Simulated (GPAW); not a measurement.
# MgS (Niningerite) in GPAW: the effect of target pressure

The system is MgS (Niningerite).

```
S Mg
1.0
     0.00000    2.60165    2.60165
     2.60165    0.00000    2.60165
     2.60165    2.60165    0.00000
S Mg
1 1
Cartesian
  2.6016 2.6016 2.6016
  0.0000 0.0000 0.0000
```

Alike in all runs:

- Program: GPAW 26.7.0
- Task: relaxation of cell and atoms
- Functional: PBEsol
- Potentials or basis: PAW data sets generated in the run's folder for this functional
- Cutoff: 800 eV
- Basis: pw
- k mesh: 9 × 9 × 9
- Occupations: fermi-dirac, width 0.05 eV
- Spin: no spin polarisation

Each run relaxes the cell or the atoms first.

```tsv
target pressure	target pressure	relaxed volume (Å³/atom)	gap on the mesh (eV)
0 GPa	-	17.40	2.87
2 GPa	2 GPa	16.97	2.92
5 GPa	5 GPa	16.45	2.98
10 GPa	10 GPa	15.71	3.07
20 GPa	20 GPa	?	?
30 GPa	30 GPa	13.75	3.31
```

Problem. What does the run with target pressure 20 GPa give?

Solution. Relaxed volume 14.58 Å³/atom; gap on the mesh 3.21 eV.

Worked out: In Murnaghan's law V^(-B') rises as a straight line in P. The other rows fit best with B' = 3.6, V0 = 17.39 Å³/atom and B0 = 81 GPa, which gives 14.58 Å³/atom at 20 GPa, against the run's 14.58. A parabola through the other rows of the gap on the mesh, of slope 0.0119 eV per GPa there, gives 3.22 eV, against the run's 3.21.

Caveats: later steps reuse the first step's grids; an odd mesh through Γ misses points on the zone boundary, where band edges often lie; the volume moved by over 15 % at a fixed basis, so the end points are rough (some runs).
